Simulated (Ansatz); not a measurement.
Here is an Ansatz 0.2.0 calculation.

Contents of input.yaml:

```yaml
crystal:
  lattice:
    - [2.7608, 0.0, 0.0]
    - [-1.3804, 2.3909229348, 0.0]
    - [0.0, 0.0, 4.4582]
  atoms:
    - { symbol: Re, position: [0.6666666667, 0.3333333333, 0.75] }
    - { symbol: Re, position: [0.3333333333, 0.6666666667, 0.25] }
hamiltonian:
  xc: pbe
  pseudopotentials: { kind: paw }
kpoints:
  mp_grid: { grid: [11, 11, 6] }
scf:
  occupations: { method: gaussian, width: 0.018 }
output:
  forces: true
  stress: true
  eigenvalues: true
  write_density: true
  write_potential: true
  elf: true
  volumetric_format: npy
```

Potentials or basis: Ansatz PAW.

Run with:

```bash
$ ansatz run input.yaml --threads 2 --pin off --max-ram 5632MiB --backend cpu --events-out ev --progress --plain --runs-dir out
```

Task: Predict the band gap on the k mesh.

Result: None (metal or under the smearing width).

Task: Predict the pressure.

Result: 5.8 GPa.

Stress tensor (GPa, compression positive):
```
6.10 0.00 0.00
0.00 6.10 0.00
0.00 0.00 5.29
```

Spin-orbit coupling is left out, which matters for the levels of Re.
